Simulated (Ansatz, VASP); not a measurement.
TiAl3: VASP beside Ansatz

File INCAR:

```
ALGO     = Normal         # electronic algorithm
EDIFF    = 1E-7           # SCF threshold, eV
ENCUT    = 520            # plane-wave cutoff, eV
GGA      = PS             # functional
ISIF     = 2              # what is computed and relaxed
ISMEAR   = -1             # smearing method
LASPH    = T              # aspherical terms in the spheres
LCHARG   = T              # write CHGCAR
LELF     = T              # ELF
LREAL    = F              # projectors in reciprocal space
LVHAR    = T            
LWAVE    = F              # write WAVECAR
NBANDS   = 18             # bands
NELM     = 80             # most SCF steps
PREC     = Accurate       # precision mode
SIGMA    = 0.05           # smearing width, eV
```

File KPOINTS:

```
k-points
0
Gamma
  7 7 7
```

The input POSCAR:

```
TiAl3
1.0
    3.9556712500      0.0000000000      0.0000000000
    0.0000000000      3.9556712500      0.0000000000
    0.0000000000      0.0000000000      3.9556712500
Ti Al
1 3
Direct
   -0.0002500000     -0.0129780000      0.0046920000
    0.0011090000      0.5074710000      0.5093790000
    0.5091560000     -0.0104980000      0.5058130000
    0.5053880000      0.5059400000     -0.0011050000
```

File input.yaml:

```yaml
crystal:
  lattice:
    - [3.95567125, 0.0, 0.0]
    - [0.0, 3.95567125, 0.0]
    - [0.0, 0.0, 3.95567125]
  atoms:
    - { symbol: Ti, position: [-0.00025, -0.012978, 0.004692] }
    - { symbol: Al, position: [0.001109, 0.507471, 0.509379] }
    - { symbol: Al, position: [0.509156, -0.010498, 0.505813] }
    - { symbol: Al, position: [0.505388, 0.50594, -0.001105] }
hamiltonian:
  xc: pbesol
  pseudopotentials: { kind: paw }
kpoints:
  mp_grid: { grid: [7, 7, 7] }
scf:
  occupations: { method: fermi_dirac, width: 0.05 }
output:
  forces: true
  stress: true
  eigenvalues: true
```

Change from the starting cell: atoms moved at random, drawn with an rms of 0.05 Å.

Alike in both runs: task single point; functional PBEsol; k mesh 7 × 7 × 7; occupations fermi-dirac, width 0.05 eV; no spin polarisation.

```csv
,VASP,Ansatz
version,VASP 6.6.1,Ansatz 0.2.0
potentials or method,"VASP PAW PBE potentials, release 64 (Ti_sv, Al)",Ansatz PAW
plane-wave cutoff (eV),520,420
valence electrons in the cell,21,21
```

|  | VASP | Ansatz | Ansatz less VASP |
| --- | --- | --- | --- |
| gap on the k mesh at the Fermi level (eV) | none | none | - |
| pressure (GPa) | -0.1 | -0.2 | -0.12 |
| rms of the force components (eV/Å) | 0.342 | 0.340 | -0.0017 |

Atom by atom the forces differ by 0.002 eV/Å (rms over components). A gap of «none» marks a metal or a gap that the smearing closes.

Caveats: the PAW data sets were made with another functional, which shifts forces and pressure a little (VASP); the PAW data sets come from PBE, with cores solved anew for the run's functional, which leaves a small shift of forces and pressure (Ansatz).
